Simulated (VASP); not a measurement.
# PtS2 (P-3m1) in VASP: a series of runs

One crystal, PtS2, is run at these levels: HSE06; tasks: single point.

All numbers are computed with VASP 6.6.1; they aren't measurements. Logs are shortened: lines on timing, memory, paths and dates and some standing lists are left out, and cuts for length are marked.

## 1. The structure

The structure is trigonal, space group P-3m1 (No. 164). Conventional cell: a = 3.543 Å, b = 3.543 Å, c = 5.039 Å, α = 90.00°, β = 90.00°, γ = 120.00°. Around Pt (site symmetry -3m) lie 6 S at 2.34 Å. S (site symmetry 3m) has 3 Pt at 2.34 Å as nearest neighbours.

## 2. Single point, HSE06

Input file POSCAR:

```
PtS2
1.0
    3.5432000000      0.0000000000      0.0000000000
   -1.7716000000      3.0685012107      0.0000000000
    0.0000000000      0.0000000000      5.0388000000
Pt S
1 2
Direct
    0.0000000000      0.0000000000      0.0000000000
    0.6666666667      0.3333333333      0.7730000000
    0.3333333333      0.6666666667      0.2270000000
```

Input file INCAR.step1:

```
  ALGO = Normal
  EDIFF = 1E-5
  ENCUT = 280
  GGA = PE
  ISIF = 2
  ISMEAR = 0
  LASPH = T
  LREAL = F
  LWAVE = T
  NBANDS = 19
  NELM = 100
  NKRED = 1
  PREC = Accurate
  SIGMA = 0.01
```

Input file INCAR.step2:

```
  ALGO = Normal
  EDIFF = 1E-6
  ENCUT = 280
  GGA = PE
  HFSCREEN = 0.2
  ISIF = 2
  ISMEAR = 0
  ISTART = 1
  LASPH = T
  LCHARG = F
  LHFCALC = T
  LREAL = F
  LWAVE = F
  NBANDS = 19
  NELM = 100
  NKRED = 1
  PREC = Accurate
  PRECFOCK = Fast
  SIGMA = 0.01
```

Input file KPOINTS:

```
k-points
0
Gamma
  6 6 4
```

Potentials or basis: VASP PAW PBE potentials, release 64 (Pt, S).

Started as:

```sh
$ cat potpaw_PBE.64/Pt/POTCAR potpaw_PBE.64/S/POTCAR > POTCAR
$ cp INCAR.step1 INCAR
$ mpirun -np 1 vasp_std > vasp.out
$ cp INCAR.step2 INCAR
$ mpirun -np 1 vasp_std > vasp.out
```

OUTCAR:

```text
EDIFF = 1E-6
   ENCUT = 280
   GGA = PE
   HFSCREEN = 0.2
   ISIF = 2
   ISMEAR = 0
   ISTART = 1
   LASPH = T
   LHFCALC = T
   LREAL = F
   NELM = 100
   NKRED = 1
   PREC = Accurate
   PRECFOCK = Fast

 Found     24 irreducible k-points:

 Following reciprocal coordinates:
            Coordinates               Weight
  0.000000  0.000000  0.000000      1.000000
  0.166667 -0.000000  0.000000      6.000000
  0.333333 -0.000000  0.000000      6.000000
  0.500000 -0.000000  0.000000      3.000000
  0.166667  0.166667  0.000000      6.000000
  0.333333  0.166667  0.000000     12.000000
   k-points           NKPTS =     24   k-points in BZ     NKDIM =    144   number of bands    NBANDS=     19
   number of dos      NEDOS =    301   number of ions     NIONS =      3
   total plane-waves  NPLWV =  11200
   dimension x,y,z NGX =    20 NGY =   20 NGZ =   28
   dimension x,y,z NGXF=    40 NGYF=   40 NGZF=   56
   ions per type =               1   2
   NGX,Y,Z   is equivalent  to a cutoff of   9.38,  9.38,  9.24 a.u.
   NGXF,Y,Z  is equivalent  to a cutoff of  18.77, 18.77, 18.48 a.u.
 SYSTEM =  unknown system
   PREC   = accura    normal or accurate (medium, high low for compatibility)
   ISTART =      1    job   : 0-new  1-cont  2-samecut
   ICHARG =      0    charge: 1-file 2-atom 10-const
   ISPIN  =      1    spin polarized calculation?
   LNONCOLLINEAR =      F non collinear calculations
   LSORBIT =      F    spin-orbit coupling
   LASPH  =      T    aspherical Exc in radial PAW
   ENCUT  =  280.0 eV  20.58 Ry    4.54 a.u.   4.83  4.83  6.87*2*pi/ulx,y,z
   NELM   =    100;   NELMIN=  2; NELMDL=  0     # of ELM steps
   EDIFF  = 0.1E-05   stopping-criterion for ELM
   LREAL  =      F    real-space projection
   EDIFFG = 0.1E-04   stopping-criterion for IOM
   NSW    =      0    number of steps for IOM
   IBRION =     -1    ionic relax: 0-MD 1-quasi-New 2-CG
   NFREE  =      0    steps in history (QN), initial steepest desc. (CG)
   ISIF   =      2    stress and relaxation
   ISYM   =      3    0-nonsym 1-usesym 2-fastsym
   POTIM  = 0.5000    time-step for ionic-motion
   TEBEG  =    0.0;   TEEND  =   0.0 temperature during run
   PSTRESS=    0.0 pullay stress
   NELECT =      22.0000    total number of electrons
   NUPDOWN=      -1.0000    fix difference up-down
   EMIN   =  10.00;   EMAX   =-10.00  energy-range for DOS
   EFERMI =   0.00;   METHOD = LEGACY
   ISMEAR =     0;   SIGMA  =   0.01  broadening in eV -4-tet -1-fermi 0-gaus
   EFERMI_NEDOS =   21; number of points for ismear=-14 and -15
   IALGO  =     38    algorithm
   IMIX   =      1    mixing-type and parameters
     AMIX     =   0.40;   BMIX     =  1.00
     AMIX_MAG =   1.60;   BMIX_MAG =  1.00
  volume/ion in A,a.u.               =      18.26       123.23
  Fermi-wavevector in a.u.,A,eV,Ry     =   1.207812  2.282434 19.848315  1.458810
  Thomas-Fermi vector in A             =   2.343439
   LORBIT       =      0    0 simple, 1 ext, 2 COOP (PROOUT), +10 PAW based schemes
   GGA     = PE    functional components
   LHFCALC =     T    Hartree Fock is set to
   PRECFOCK=fast      Normal, Fast or Accurate (Low or Medium for compatibility)
   ENCUT4O =  -1.0   cutoff for four orbital integrals eV
   NKREDX  =     1    reduce k-point grid by
   NKREDY  =     1    reduce k-point grid by
   NKREDZ  =     1    reduce k-point grid by
   AEXX    =    0.2500 exact exchange contribution
   HFSCREEN=    0.2000 screening length (either q_TF or 0.3 A-1)
   HFSCREENC=   0.2000 screening length for correlation (either q_TF or 0.3 A-1)
   ENCUTFOCK=  -1.0 apply spherical cutoff to Coloumb kernel
   IVDW    =     0    specifies the selected vdW correction
   LEPSILON=     F    determine dielectric tensor
   LRPA    =     F    only Hartree local field effects (RPA)
 non-spin polarized calculation
 Gauss-broadening in eV      SIGMA  =   0.01
  energy-cutoff  :      280.00
  volume of cell :       54.78
 maximum number of plane-waves:       594
 NGX is ok and might be reduce to    20
  NGX = 12; NGY = 12; NGZ = 18

 number of electron      21.9999990 magnetization

 Free energy of the ion-electron system (eV)
  ---------------------------------------------------
  ext. energy  EPLUGINS =         0.00000000
  ---------------------------------------------------
  free energy    TOTEN  =       -18.62328947 eV

  energy without entropy =      -18.62328947  energy(sigma->0) =      -18.62328947

 E-fermi :   6.3312     XC(G=0):  -8.7125

 val. band max:        6.2049980205   @ k =   0.0000   0.0000   0.0000
 cond. band min:       7.8709802944   @ k =   0.0000   0.3333   0.2500
 fundamental gap:      1.6659822739
 Fermi energy:         6.3312483180

 k-point     1 :       0.0000    0.0000    0.0000
  band No.  band energies     occupation
      1     -10.9110      2.00000
      2      -7.3625      2.00000
      3      -1.5920      2.00000
      4      -1.5270      2.00000
      5      -1.5270      2.00000
      6       1.4455      2.00000
[... 11 lines left out ...]
     18      19.6319      0.00000
     19      20.3367      0.00000

 k-point     2 :       0.1667   -0.0000    0.0000
  band No.  band energies     occupation
      1     -10.5118      2.00000
      2      -7.6076      2.00000
      3      -1.3087      2.00000
      4      -1.2469      2.00000
      5      -1.1324      2.00000
      6       0.9987      2.00000
[... 11 lines left out ...]
     18      17.5799      0.00000
     19      18.5409      0.00000

 k-point     3 :       0.3333   -0.0000    0.0000
  band No.  band energies     occupation
      1      -9.5125      2.00000
      2      -8.0715      2.00000
      3      -1.3705      2.00000
      4      -0.7189      2.00000
      5       0.0064      2.00000
      6       0.1523      2.00000
[... 11 lines left out ...]
     18      16.9790      0.00000
     19      18.7419      0.00000

 k-point     4 :       0.5000   -0.0000    0.0000
  band No.  band energies     occupation
      1      -8.7151      2.00000
      2      -8.4294      2.00000
      3      -2.1676      2.00000
      4      -0.5682      2.00000
      5       0.2342      2.00000
      6       1.4193      2.00000
[... 11 lines left out ...]
     18      18.5499      0.00000
     19      19.4771      0.00000

 k-point     5 :       0.1667    0.1667    0.0000
  band No.  band energies     occupation
      1      -9.8042      2.00000
      2      -7.9458      2.00000
      3      -0.9162      2.00000
      4      -0.8933      2.00000
      5      -0.5748      2.00000
      6       0.3852      2.00000
[... 11 lines left out ...]
     18      16.9138      0.00000
     19      17.5213      0.00000

 k-point     6 :       0.3333    0.1667    0.0000
  band No.  band energies     occupation
      1      -8.8356      2.00000
      2      -8.3030      2.00000
      3      -1.6291      2.00000
      4      -0.7389      2.00000
      5       0.0541      2.00000
      6       0.5631      2.00000
[... 11 lines left out ...]
     18      17.5797      0.00000
     19      18.5432      0.00000

 [... further k-points ...]

------------------------ aborting loop because EDIFF is reached ----------------------------------------

  FORCE on cell =-STRESS in cart. coord.  units (eV):
  Direction    XX          YY          ZZ          XY          YZ          ZX
  --------------------------------------------------------------------------------------
  -------------------------------------------------------------------------------------
  Total        1.7797489      1.7797489      2.4595733     -0.0000000      0.0000000     -0.0000000
  in kB       52.0499396     52.0499396     71.9318559     -0.0000000      0.0000000     -0.0000000
  external PRESSURE =      58.6772450 kB  Pullay stress =       0.0000000 kB

 VOLUME and BASIS-vectors are now :
 -----------------------------------------------------------------------------
  energy-cutoff  :      280.00
  volume of cell :       54.78
      direct lattice vectors                 reciprocal lattice vectors
     3.543200000  0.000000000  0.000000000     0.282230752  0.162946001  0.000000000
    -1.771600000  3.068501211  0.000000000     0.000000000  0.325892001  0.000000000
     0.000000000  0.000000000  5.038800000     0.000000000  0.000000000  0.198459951

 POSITION                                       TOTAL-FORCE (eV/Angst)
 -----------------------------------------------------------------------------------
      0.00000      0.00000      0.00000        -0.000000      0.000000      0.000000
      1.77160      1.02283      3.89499        -0.000000      0.000000     -0.850777
     -0.00000      2.04567      1.14381         0.000000     -0.000000      0.850777
 -----------------------------------------------------------------------------------
    total drift:                               -0.000000     -0.000000      0.000000

  FREE ENERGIE OF THE ION-ELECTRON SYSTEM (eV)
  ---------------------------------------------------
  free  energy   TOTEN  =       -18.6232894741 eV

  energy  without entropy=      -18.6232894741  energy(sigma->0) =      -18.62328947
```

It took 7 min on 1 thread of Intel Xeon 6975P-C (Granite Rapids), shared host; peak memory 0.24 GiB.

The run converged, but some of its settings lie outside the range that counts as converged, so its numbers aren't taken as properties of the crystal.

What came out:

```yaml
Free_energy: -18.6233 eV
Largest_force: 0.851 eV/Å
Band_gap_on_the_k_mesh: 1.67 eV, indirect (least direct gap 2.27 eV)
```

Caveat: the cutoff is under 1.25 times the usual one of these potentials, so pressure, stress and relaxed cells hold a basis-set (Pulay) error; the PAW data sets were made with another functional, which shifts forces and pressure a little; spin-orbit coupling is left out, which moves the levels of the heavy elements.

(Continued in part 2 of 2.)
